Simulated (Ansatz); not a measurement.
Base system: InCuS$_{2}$ in the chalcopyrite structure (space group I-42d, No. 122; a = 5.5770 Å, c = 11.2344 Å). Axes: x, y, z lie along a, b, c of the conventional cell.

Calculations: Ansatz (a first-principles code), PBE, PAW, cutoff 420 eV, no SOC.

For the base:

```
Property            Value
---------------  --------
Volume per atom  21.84 Å³
Pressure          0.0 GPa
```

Now apply this change: biaxial strain +1.27 %, plane normal [001], relaxed out of plane (Cartesian); in-plane vectors clamped, the third vector and the atoms free.

Problem. Estimate the effect on the energy relative to the base.

Solution. The energy goes up by 1.5 meV/atom.

Problem. How does this affect the volume per atom?

Solution. The volume per atom goes up by 0.19 Å³ to 22.03 Å³.

Problem. Estimate the effect on the pressure.

Solution. The pressure (mean of the normal stresses, compression positive) goes from zero to -0.6 GPa.

Stability against distortions was not tested. The final runs are not spin-polarised. Gaps under 0.05 eV, about the width of the smearing, are given as zero.
